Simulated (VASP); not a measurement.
# Si2Mo in VASP: a series of runs

One slab, Si2Mo, is run at these levels: PBEsol, RPBE, revPBE; tasks: relaxation of the atoms.

Everything below comes from runs of VASP 6.6.1. Logs are shortened: lines on timing, memory, paths and dates and some standing lists are left out, and cuts for length are marked.

### Step 1. The slab as given

The cell holds a slab with vacuum, 9 atoms: a = 3.200 Å, b = 3.200 Å, c = 25.487 Å, α = 90.00°, β = 90.00°, γ = 90.00°.

### Step 2. Relaxation of the atoms, PBEsol

INCAR

```
SYSTEM = Si2Mo
PREC = Accurate
ENCUT = 520
EDIFF = 1E-6
ISMEAR = -1
SIGMA = 0.05
LREAL = .FALSE.
LASPH = .TRUE.
NELM = 60
ALGO = Normal
ISIF = 2
LWAVE = .FALSE.
LCHARG = .FALSE.
LDIPOL = .TRUE.
IDIPOL = 3
DIPOL = 0.5 0.5 0.500
GGA = PS
IBRION = 2
NSW = 40
EDIFFG = -0.01
```

KPOINTS

```
regular mesh
0
G
  6 6 1
  0 0 0
```

POSCAR

```
Si2Mo
1.0
    3.2000000000      0.0000000000      0.0000000000
    0.0000000000      3.2000000000      0.0000000000
    0.0000000000      0.0000000000     25.4865740000
Si Mo
6 3
Selective dynamics
Direct
    0.0000000000      0.0000000000      0.2942725845  F F F
    0.0000000000      0.0000000000      0.3972905107  F F F
    0.5000000000      0.5000000000      0.4484910369  F F F
    0.5000000000      0.5000000000      0.5515089631  T T T
    0.0000000000      0.0000000000      0.6027094893  T T T
    0.0000000000      0.0000000000      0.7057274155  T T T
    0.5000000000      0.5000000000      0.3457815476  F F F
    0.0000000000      0.0000000000      0.5000000000  T T T
    0.5000000000      0.5000000000      0.6542184524  T T T
```

Potentials or basis: VASP PAW PBE potentials, release 64 (Si, Mo_sv).

The run is started by

```sh
$ cat potpaw_PBE.64/Si/POTCAR potpaw_PBE.64/Mo_sv/POTCAR > POTCAR
$ mpirun -np 1 vasp_std > vasp.out
```

OUTCAR:

```text
SYSTEM = Si2Mo
   PREC = Accurate
   ENCUT = 520
   EDIFF = 1E-6
   ISMEAR = -1
   LREAL = .FALSE.
   LASPH = .TRUE.
   NELM = 60
   ISIF = 2
   GGA = PS
   IBRION = 2
   NSW = 40
   EDIFFG = -0.01

 ion  position               nearest neighbor table
   1  0.000  0.000  0.294-   7 2.62   7 2.62   7 2.62   7 2.62   2 2.63
   2  0.000  0.000  0.397-   3 2.61   3 2.61   3 2.61   3 2.61   7 2.62   7 2.62   7 2.62   7 2.62
                             8 2.62   1 2.63
   3  0.500  0.500  0.448-   2 2.61   2 2.61   2 2.61   2 2.61   8 2.62   8 2.62   8 2.62   8 2.62
                             7 2.62   4 2.63
   4  0.500  0.500  0.552-   5 2.61   5 2.61   5 2.61   5 2.61   8 2.62   8 2.62   8 2.62   8 2.62
                             9 2.62   3 2.63
   5  0.000  0.000  0.603-   4 2.61   4 2.61   4 2.61   4 2.61   9 2.62   9 2.62   9 2.62   9 2.62
                             8 2.62   6 2.63
   6  0.000  0.000  0.706-   9 2.62   9 2.62   9 2.62   9 2.62   5 2.63
   7  0.500  0.500  0.346-   1 2.62   1 2.62   1 2.62   1 2.62   2 2.62   2 2.62   2 2.62   2 2.62
                             3 2.62
   8  0.000  0.000  0.500-   3 2.62   4 2.62   3 2.62   4 2.62   3 2.62   4 2.62   3 2.62   4 2.62
                             2 2.62   5 2.62
   9  0.500  0.500  0.654-   6 2.62   6 2.62   6 2.62   6 2.62   5 2.62   5 2.62   5 2.62   5 2.62
                             4 2.62

  LATTYP: Found a simple tetragonal cell.
 ALAT       =     3.2000000000
 C/A-ratio  =     7.9645543750

  Lattice vectors:

 A1 = (   3.2000000000,   0.0000000000,   0.0000000000)
 A2 = (   0.0000000000,   3.2000000000,   0.0000000000)
 A3 = (   0.0000000000,   0.0000000000,  25.4865740000)

Analysis of symmetry for initial positions (statically):
=====================================================================
 Subroutine PRICEL returns:
 Original cell was already a primitive cell.

 Routine SETGRP: Setting up the symmetry group for a
 simple tetragonal supercell.

 Subroutine GETGRP returns: Found 16 space group operations
 (whereof 16 operations were pure point group operations)
 out of a pool of 16 trial point group operations.

The static configuration has the point symmetry D_4h.

Analysis of symmetry for dynamics (positions and initial velocities):
=====================================================================
 Subroutine PRICEL returns:
 Original cell was already a primitive cell.

 Routine SETGRP: Setting up the symmetry group for a
 simple tetragonal supercell.

 Subroutine GETGRP returns: Found 16 space group operations
 (whereof 16 operations were pure point group operations)
 out of a pool of 16 trial point group operations.

The dynamic configuration has the point symmetry D_4h.

Analysis of constrained symmetry for selective dynamics:
=====================================================================
 Subroutine PRICEL returns:
 Original cell was already a primitive cell.

 Routine SETGRP: Setting up the symmetry group for a
 simple tetragonal supercell.

 Subroutine GETGRP returns: Found  8 space group operations
 (whereof  8 operations were pure point group operations)
 out of a pool of 16 trial point group operations.

The constrained configuration has the point symmetry C_4v.

 Subroutine INISYM returns: Found  8 space group operations
 (whereof  8 operations are pure point group operations),
 and found     1 'primitive' translations

----------------------------------------------------------------------------------------

                                     Primitive cell

  volume of cell :     260.9825

  direct lattice vectors                    reciprocal lattice vectors
     3.200000000  0.000000000  0.000000000     0.312500000  0.000000000  0.000000000
     0.000000000  3.200000000  0.000000000     0.000000000  0.312500000  0.000000000
     0.000000000  0.000000000 25.486574000     0.000000000  0.000000000  0.039236345

  length of vectors
     3.200000000  3.200000000 25.486574000     0.312500000  0.312500000  0.039236345

  position of ions in fractional coordinates (direct lattice)
     0.000000000  0.000000000  0.294272584
     0.000000000  0.000000000  0.397290511
     0.500000000  0.500000000  0.448491037
     0.500000000  0.500000000  0.551508963
     0.000000000  0.000000000  0.602709489
     0.000000000  0.000000000  0.705727416
     0.500000000  0.500000000  0.345781548
     0.000000000  0.000000000  0.500000000
     0.500000000  0.500000000  0.654218452

  ion indices of the primitive-cell ions
   primitive index   ion index
                 1           1
[... 40 lines left out ...]
  0.500000  0.000000  0.000000      2.000000
  0.166667  0.166667  0.000000      4.000000
  0.333333  0.166667  0.000000      8.000000
  0.500000  0.166667  0.000000      4.000000
  0.333333  0.333333  0.000000      4.000000
  0.500000  0.333333  0.000000      4.000000
  0.500000  0.500000  0.000000      1.000000
   k-points           NKPTS =     10   k-points in BZ     NKDIM =     10   number of bands    NBANDS=     39
   number of dos      NEDOS =    301   number of ions     NIONS =      9
   total plane-waves  NPLWV = 110592
   dimension x,y,z NGX =    24 NGY =   24 NGZ =  192
   dimension x,y,z NGXF=    48 NGYF=   48 NGZF=  384
   ions per type =               6   3
   NGX,Y,Z   is equivalent  to a cutoff of  12.47, 12.47, 12.52 a.u.
   NGXF,Y,Z  is equivalent  to a cutoff of  24.94, 24.94, 25.05 a.u.
 SYSTEM =  Si2Mo
   PREC   = accura    normal or accurate (medium, high low for compatibility)
   ISTART =      0    job   : 0-new  1-cont  2-samecut
   ICHARG =      2    charge: 1-file 2-atom 10-const
   ISPIN  =      1    spin polarized calculation?
   LNONCOLLINEAR =      F non collinear calculations
   LSORBIT =      F    spin-orbit coupling
   LASPH  =      T    aspherical Exc in radial PAW
   ENCUT  =  520.0 eV  38.22 Ry    6.18 a.u.   5.95  5.95 47.39*2*pi/ulx,y,z
   NELM   =     60;   NELMIN=  2; NELMDL= -5     # of ELM steps
   EDIFF  = 0.1E-05   stopping-criterion for ELM
   LREAL  =      F    real-space projection
   EDIFFG = -.1E-01   stopping-criterion for IOM
   NSW    =     40    number of steps for IOM
   IBRION =      2    ionic relax: 0-MD 1-quasi-New 2-CG
   NFREE  =      1    steps in history (QN), initial steepest desc. (CG)
   ISIF   =      2    stress and relaxation
   ISYM   =      2    0-nonsym 1-usesym 2-fastsym
   POTIM  = 0.5000    time-step for ionic-motion
   TEBEG  =    0.0;   TEEND  =   0.0 temperature during run
   PSTRESS=    0.0 pullay stress
   NELECT =      66.0000    total number of electrons
   NUPDOWN=      -1.0000    fix difference up-down
   EMIN   =  10.00;   EMAX   =-10.00  energy-range for DOS
   EFERMI =   0.00;   METHOD = LEGACY
   ISMEAR =    -1;   SIGMA  =   0.05  broadening in eV -4-tet -1-fermi 0-gaus
   EFERMI_NEDOS =   21; number of points for ismear=-14 and -15
   IALGO  =     38    algorithm
   IMIX   =      4    mixing-type and parameters
     AMIX     =   0.40;   BMIX     =  1.00
     AMIX_MAG =   1.60;   BMIX_MAG =  1.00
  volume/ion in A,a.u.               =      29.00       195.69
  Fermi-wavevector in a.u.,A,eV,Ry     =   1.035267  1.956371 14.582419  1.071778
  Thomas-Fermi vector in A             =   2.169602
   LORBIT       =      0    0 simple, 1 ext, 2 COOP (PROOUT), +10 PAW based schemes
   GGA     = PS    functional components
   LHFCALC =     F    Hartree Fock is set to
   AEXX    =    0.0000 exact exchange contribution
   IVDW    =     0    specifies the selected vdW correction
   LEPSILON=     F    determine dielectric tensor
   LRPA    =     F    only Hartree local field effects (RPA)
 conjugate gradient relaxation of ions
 non-spin polarized calculation
  energy-cutoff  :      520.00
  volume of cell :      260.98
 maximum number of plane-waves:      7080
 NGX is ok and might be reduce to    24
   NGX = 11   NGY = 11   NGZ = 95

--------------------------------------- Ionic step        1  -------------------------------------------

 number of electron      66.0000012 magnetization

 Free energy of the ion-electron system (eV)
  ---------------------------------------------------
  ext. energy  EPLUGINS =         0.00000000
  ---------------------------------------------------
  free energy    TOTEN  =       -71.78791763 eV

  energy without entropy =      -71.74881342  energy(sigma->0) =      -71.76836552

------------------------ aborting loop because EDIFF is reached ----------------------------------------

  FORCE on cell =-STRESS in cart. coord.  units (eV):
  Direction    XX          YY          ZZ          XY          YZ          ZX
  --------------------------------------------------------------------------------------
  -------------------------------------------------------------------------------------
  Total       -3.2878928     -3.2878928     -6.0340325      0.0000000      0.0000000      0.0000000
  in kB      -20.1844453    -20.1844453    -37.0430565      0.0000000      0.0000000      0.0000000
  external PRESSURE =     -25.8039824 kB  Pullay stress =       0.0000000 kB
[... 110 lines left out ...]
  FREE ENERGIE OF THE ION-ELECTRON SYSTEM (eV)
  ---------------------------------------------------
  free  energy   TOTEN  =       -71.8314090886 eV

  energy  without entropy=      -71.7924461507  energy(sigma->0) =      -71.81192762

[... ionic steps 4 to 8 ...]

--------------------------------------- Ionic step        9  -------------------------------------------

 number of electron      66.0000011 magnetization

------------------------ aborting loop because EDIFF is reached ----------------------------------------

 vacuum level on the upper side and lower side of the slab       (xc-potential included)        -0.017         0.003

  FORCE on cell =-STRESS in cart. coord.  units (eV):
  Direction    XX          YY          ZZ          XY          YZ          ZX
  --------------------------------------------------------------------------------------
  -------------------------------------------------------------------------------------
  Total       -2.2777007     -2.2777007     -2.7749714      0.0000000     -0.0000000      0.0000000
  in kB      -13.9828537    -13.9828537    -17.0356095      0.0000000     -0.0000000      0.0000000
  external PRESSURE =     -15.0004390 kB  Pullay stress =       0.0000000 kB
[... 24 lines left out ...]
  FREE ENERGIE OF THE ION-ELECTRON SYSTEM (eV)
  ---------------------------------------------------
  free  energy   TOTEN  =       -71.8488927472 eV

  energy  without entropy=      -71.8117131521  energy(sigma->0) =      -71.83030295

 dipolmoment           0.000000      0.000000      0.000170 electrons x Angstroem

--------------------------------------- Ionic step       10  -------------------------------------------

 number of electron      66.0000011 magnetization

------------------------ aborting loop because EDIFF is reached ----------------------------------------
[... 38 lines left out ...]
--------------------------------------- Ionic step       11  -------------------------------------------

 number of electron      66.0000010 magnetization

 dipolmoment           0.000000      0.000000     -0.001214 electrons x Angstroem

 Free energy of the ion-electron system (eV)
  ---------------------------------------------------
  ext. energy  EPLUGINS =         0.00000000
  ---------------------------------------------------
  free energy    TOTEN  =       -71.84910554 eV

  energy without entropy =      -71.81215683  energy(sigma->0) =      -71.83063119

 E-fermi :   3.1282     XC(G=0):  -6.5715

 val. band max:        3.1140319024   @ k =   0.5000   0.1667   0.0000
 cond. band min:       3.2708030876   @ k =   0.5000   0.1667   0.0000
 fundamental gap:      0.1567711852
 Fermi energy:         3.1281556231

 k-point     1 :       0.0000    0.0000    0.0000
  band No.  band energies     occupation
      1     -57.3178      2.00000
      2     -57.2664      2.00000
      3     -57.2623      2.00000
      4     -31.4778      2.00000
      5     -31.4647      2.00000
      6     -31.4534      2.00000
[... 409 lines left out ...]
     38       5.6518      0.00000
     39       5.7172      0.00000

------------------------ aborting loop because EDIFF is reached ----------------------------------------

 vacuum level on the upper side and lower side of the slab       (xc-potential included)        -0.021        -0.001

  FORCE on cell =-STRESS in cart. coord.  units (eV):
  Direction    XX          YY          ZZ          XY          YZ          ZX
  --------------------------------------------------------------------------------------
  -------------------------------------------------------------------------------------
  Total       -2.2400771     -2.2400771     -2.6780531      0.0000000      0.0000000      0.0000000
  in kB      -13.7518819    -13.7518819    -16.4406263      0.0000000      0.0000000      0.0000000
  external PRESSURE =     -14.6481300 kB  Pullay stress =       0.0000000 kB
[... 24 lines left out ...]
  FREE ENERGIE OF THE ION-ELECTRON SYSTEM (eV)
  ---------------------------------------------------
  free  energy   TOTEN  =       -71.8491055435 eV

  energy  without entropy=      -71.8121568278  energy(sigma->0) =      -71.83063119

 reached required accuracy - stopping structural energy minimisation

 vacuum level on the upper side and lower side of the slab         7.677         7.696
```

Wall time 6.4 min (1 thread of Intel Xeon 6975P-C (Granite Rapids), shared host); peak memory 0.37 GiB.

Results:

```yaml
Free_energy: -71.8491 eV
Energy_gained_by_relaxing: 6.8 meV/atom
Ionic_steps: 11
Band_gap_on_the_k_mesh: none (metal or under the smearing width)
```

The path:
| step | energy change (eV) | largest force (eV/Å) | pressure (GPa) |
| --- | --- | --- | --- |
| 1 | 0.0000 | 0.8861 | -2.58 |
| 2 | -0.0401 | 0.8950 | -2.28 |
| 3 | -0.0435 | 0.8982 | -2.16 |
| 4 | -0.0487 | 0.8947 | -2.08 |
| 5 | -0.0515 | 0.8885 | -1.97 |
| 6 | -0.0547 | 0.8953 | -1.88 |
| 7 | -0.0564 | 0.9051 | -1.76 |
| 8 | -0.0589 | 0.9066 | -1.67 |
| 9 | -0.0610 | 0.9097 | -1.50 |
| 10 | -0.0610 | 0.9096 | -1.49 |
| 11 | -0.0612 | 0.9108 | -1.46 |

Final structure:
```yaml
crystal:
  lattice:
    - [3.20000, 0.00000, 0.00000]
    - [0.00000, 3.20000, 0.00000]
    - [0.00000, 0.00000, 25.48657]
  atoms:
    - { symbol: Si, position: [0.00000, 0.00000, 0.29427] }
    - { symbol: Si, position: [0.00000, 0.00000, 0.39729] }
    - { symbol: Si, position: [0.50000, 0.50000, 0.44849] }
    - { symbol: Si, position: [0.50000, 0.50000, 0.55053] }
    - { symbol: Si, position: [0.00000, 0.00000, 0.60169] }
    - { symbol: Si, position: [0.00000, 0.00000, 0.69992] }
    - { symbol: Mo, position: [0.50000, 0.50000, 0.34578] }
    - { symbol: Mo, position: [0.00000, 0.00000, 0.49950] }
    - { symbol: Mo, position: [0.50000, 0.50000, 0.65186] }
```

Caveat: the PAW data sets were made with another functional, which shifts forces and pressure a little.

(Part 1 of 2 ends here.)
